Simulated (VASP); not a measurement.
# ZnO (zincite) (P6_3mc) in VASP: notebook, part 2 of 2

VASP 6.6.1. Earlier steps stand in the parts before.

**5. Relaxation of cell and atoms, RPBE**

The input, INCAR:

```
PREC = Accurate
ENCUT = 600
EDIFF = 1E-6
ISMEAR = 0
SIGMA = 0.03
LREAL = F
LASPH = T
NELM = 80
ALGO = Normal
ISIF = 3
LWAVE = F
LCHARG = F
GGA = RP
IBRION = 2
NSW = 90
EDIFFG = -0.01
```

The input, KPOINTS:

```
Automatic mesh
0
Gamma
  9 9 5
```

The input, POSCAR:

```
ZnO
1.0
    3.2493080000      0.0000000000      0.0000000000
   -1.6246540000      2.8139832727      0.0000000000
    0.0000000000      0.0000000000      5.2057090000
Zn O
2 2
Direct
    0.3333333333      0.6666666667      0.5000000000
    0.6666666667      0.3333333333      0.0000000000
    0.6666666667      0.3333333333      0.3790100000
    0.3333333333      0.6666666667      0.8790100000
```

Potentials or basis: VASP PAW PBE potentials, release 64 (Zn, O).

Launch:

```sh
> cat potpaw_PBE.64/Zn/POTCAR potpaw_PBE.64/O/POTCAR > POTCAR
> mpirun -np 1 vasp_std > vasp.out
```

OUTCAR:

```text
PREC = Accurate
   ENCUT = 600
   EDIFF = 1E-6
   ISMEAR = 0
   LREAL = F
   LASPH = T
   NELM = 80
   ISIF = 3
   GGA = RP
   IBRION = 2
   NSW = 90
   EDIFFG = -0.01

 ion  position               nearest neighbor table
   1  0.333  0.667  0.500-   4 1.97   3 1.98   3 1.98   3 1.98
   2  0.667  0.333  0.000-   3 1.97   4 1.98   4 1.98   4 1.98
   3  0.667  0.333  0.379-   2 1.97   1 1.98   1 1.98   1 1.98
   4  0.333  0.667  0.879-   1 1.97   2 1.98   2 1.98   2 1.98

  LATTYP: Found a hexagonal cell.
 ALAT       =     3.2493080000
 C/A-ratio  =     1.6020977390

  Lattice vectors:

 A1 = (   3.2493080000,   0.0000000000,   0.0000000000)
 A2 = (  -1.6246540000,   2.8139832727,   0.0000000000)
 A3 = (   0.0000000000,   0.0000000000,   5.2057090000)

Analysis of symmetry for initial positions (statically):
=====================================================================
 Subroutine PRICEL returns:
 Original cell was already a primitive cell.

 Routine SETGRP: Setting up the symmetry group for a
 hexagonal supercell.

[... 180 lines left out ...]
  Direction    XX          YY          ZZ          XY          YZ          ZX
  --------------------------------------------------------------------------------------
  -------------------------------------------------------------------------------------
  Total        2.9465781      2.9465781      3.4563943      0.0000000      0.0000000      0.0000000
  in kB       99.1827760     99.1827760    116.3433555      0.0000000      0.0000000      0.0000000
  external PRESSURE =     104.9029691 kB  Pullay stress =       0.0000000 kB
[... 139 lines left out ...]
--------------------------------------- Ionic step        5  -------------------------------------------

 number of electron      36.0000002 magnetization

 Free energy of the ion-electron system (eV)
  ---------------------------------------------------
  ext. energy  EPLUGINS =         0.00000000
  ---------------------------------------------------
  free energy    TOTEN  =       -16.37499277 eV

  energy without entropy =      -16.37499277  energy(sigma->0) =      -16.37499277

 E-fermi :   0.9029     XC(G=0): -10.2397

 val. band max:        0.7308796839   @ k =   0.0000   0.0000   0.0000
 cond. band min:       1.4982053616   @ k =   0.0000   0.0000   0.0000
 fundamental gap:      0.7673256776
 Fermi energy:         0.9028733495

 k-point     1 :       0.0000    0.0000    0.0000
  band No.  band energies     occupation
      1     -16.8654      2.00000
      2     -16.2678      2.00000
      3      -4.6227      2.00000
      4      -4.6227      2.00000
      5      -4.5765      2.00000
      6      -4.4552      2.00000
[... 589 lines left out ...]
     21       8.6023      0.00000
     22       8.8342      0.00000

 [... further k-points ...]

------------------------ aborting loop because EDIFF is reached ----------------------------------------

  FORCE on cell =-STRESS in cart. coord.  units (eV):
  Direction    XX          YY          ZZ          XY          YZ          ZX
  --------------------------------------------------------------------------------------
  -------------------------------------------------------------------------------------
  Total       -0.0375283     -0.0375283     -0.0075545      0.0000000      0.0000000      0.0000000
  in kB       -1.1701024     -1.1701024     -0.2355436      0.0000000      0.0000000      0.0000000
  external PRESSURE =      -0.8585828 kB  Pullay stress =       0.0000000 kB
[... 19 lines left out ...]
  FREE ENERGIE OF THE ION-ELECTRON SYSTEM (eV)
  ---------------------------------------------------
  free  energy   TOTEN  =       -16.3749927743 eV

  energy  without entropy=      -16.3749927743  energy(sigma->0) =      -16.37499277

 reached required accuracy - stopping structural energy minimisation
```

CONTCAR:

```text
ZnO
   1.00000000000000
     3.3276953151667943    0.0000000000000000    0.0000000000000000
    -1.6638476575833971    2.8818686789674546   -0.0000000000000000
     0.0000000000000000   -0.0000000000000000    5.3583100067116582
  Zn              O
     2     2
Direct
     0.3333333332999970    0.6666666667000030    0.4994986553704162
     0.6666666667000030    0.3333333332999970    0.9994986553704163
     0.6666666667000030    0.3333333332999970    0.3795113446295848
     0.3333333332999970    0.6666666667000030    0.8795113446295847

  0.00000000E+00  0.00000000E+00  0.00000000E+00
  0.00000000E+00  0.00000000E+00  0.00000000E+00
  0.00000000E+00  0.00000000E+00  0.00000000E+00
  0.00000000E+00  0.00000000E+00  0.00000000E+00
```

Run time: 2.2 min. Hardware: 1 thread of Intel Xeon Platinum 8259CL at 2.50GHz (Skylake/Cascade Lake), shared host; peak memory 0.2 GiB.

What came out:

```
Free energy                            : -16.3750 eV
Relaxed volume                         : 12.85 Å³/atom
Relaxed cell                           : a = 3.328 Å, b = 3.328 Å, c = 5.358 Å, α = 90.00°, β = 90.00°, γ = 120.00°
Space group after relaxing (to 0.05 Å) : P6_3mc (No. 186)
Energy gained by relaxing              : 28.8 meV/atom
Ionic steps                            : 5
Pressure after relaxing                : -0.1 GPa
Largest force after relaxing           : 0.007 eV/Å
Band gap on the k mesh                 : 0.77 eV, direct
```

Forces in eV/Å, atoms in the order of the input:
```
Zn   0.000  0.000  0.007
Zn   0.000  0.000  0.007
O    0.000  0.000 -0.007
O    0.000  0.000 -0.007
```

Step by step:
```tsv
step	energy change (eV)	largest force (eV/Å)	pressure (GPa)	volume (Å³)
1	0.0000	0.0807	10.49	47.60
2	-0.0939	0.0223	-3.71	53.17
3	-0.1153	0.0022	0.05	51.35
4	-0.1153	0.0033	-0.08	51.43
5	-0.1153	0.0074	-0.09	51.39
```

Final structure:
```
Zn O
1.0
     3.32770    0.00000    0.00000
    -1.66385    2.88187    0.00000
     0.00000    0.00000    5.35831
Zn O
2 2
Direct
  0.33333 0.66667 0.49950
  0.66667 0.33333 0.99950
  0.66667 0.33333 0.37951
  0.33333 0.66667 0.87951
```

Levels at points of the mesh, in eV from the valence-band top:
```csv
k point,band 16,band 17,band 18,band 19,band 20,band 21
"(0.00, 0.00, 0.00)",-0.06,0.00,0.00,0.77,5.03,8.07
```

Caveat: the PAW data sets were made with another functional, which shifts forces and pressure a little.

**6. Relaxation of cell and atoms, RPBE**

This run uses another cell than the first one, of 12.85 Å³/atom, 1.079 times its volume.

Edit INCAR of step 5 so:

```diff
@@ -2,3 +2,3 @@
 ENCUT = 600
-EDIFF = 1E-6
+EDIFF = 1E-7
 ISMEAR = 0
@@ -15,2 +15,2 @@
 NSW = 90
-EDIFFG = -0.01
+EDIFFG = -0.005
```

KPOINTS is that of step 5.

The input, POSCAR:

```
ZnO                                     
1.0
    3.3276953152      0.0000000000      0.0000000000
   -1.6638476576      2.8818686790     -0.0000000000
    0.0000000000     -0.0000000000      5.3583100067
  Zn              O             
     2     2
Direct
     0.3333333332999970    0.6666666667000030    0.4994986553704162
     0.6666666667000030    0.3333333332999970    0.9994986553704163
     0.6666666667000030    0.3333333332999970    0.3795113446295848
     0.3333333332999970    0.6666666667000030    0.8795113446295847
```

Potentials or basis: VASP PAW PBE potentials, release 64 (Zn, O).

Launch:

```sh
> cat potpaw_PBE.64/Zn/POTCAR potpaw_PBE.64/O/POTCAR > POTCAR
> mpirun -np 1 vasp_std > vasp.out
```

Wall time 2.2 min (1 thread of Intel Xeon Platinum 8259CL at 2.50GHz (Skylake/Cascade Lake), shared host); peak memory 0.21 GiB.

It converged, with:

```yaml
Free_energy: -16.3816 eV
Relaxed_volume: 12.83 Å³/atom
Relaxed_cell: a = 3.325 Å, b = 3.325 Å, c = 5.363 Å, α = 90.00°, β = 90.00°, γ = 120.00°
Space_group_after_relaxing_to_0.05_Å: P6_3mc (No. 186)
Energy_gained_by_relaxing: 0.0 meV/atom
Ionic_steps: 5
Pressure_after_relaxing: 0.0 GPa
Band_gap_on_the_k_mesh: 0.77 eV, direct
```

Final structure:
```xyz
4
Lattice="3.3246 0.0000 0.0000 -1.6623 2.8792 0.0000 0.0000 0.0000 5.3635" Properties=species:S:1:pos:R:3 pbc="T T T"
Zn    0.0000    1.9194    2.6811
Zn    1.6623    0.9597    5.3628
O     1.6623    0.9597    2.0334
O     0.0000    1.9194    4.7152
```

Levels at points of the mesh, in eV from the valence-band top:
| k point | band 14 | band 15 | band 16 | band 17 | band 18 | band 19 | band 20 | band 21 | band 22 |
| --- | --- | --- | --- | --- | --- | --- | --- | --- | --- |
| (0.00, 0.00, 0.00) | -0.71 | -0.71 | -0.07 | 0.00 | 0.00 | 0.77 | 5.04 | 8.06 | 12.62 |

Caveat: the PAW data sets were made with another functional, which shifts forces and pressure a little. Expect the measured gap to be larger: semilocal functionals such as RPBE lack the derivative discontinuity.

**7. Summary**

| level | gap on the mesh (eV) | pressure (GPa) | relaxed volume (Å³/atom) |
| --- | --- | --- | --- |
| AM05 | 0.80 | 0.0 | 11.91 |
| PBE | 0.72 | 0.0 | 12.39 |
| RPBE | 0.77 | 0.0 | 12.83 |

Alike in all rows: task relaxation of cell and atoms; potentials or basis VASP PAW PBE potentials, release 64 (Zn, O); no spin polarisation; cell relaxed; k mesh 9 × 9 × 5; cutoff (eV) 600; smearing gaussian 0.03 eV.

Caveats: the PAW data sets were made with another functional, which shifts forces and pressure a little (some runs).

Total energies depend on the potentials used, so only differences within one code and one set of settings carry meaning.
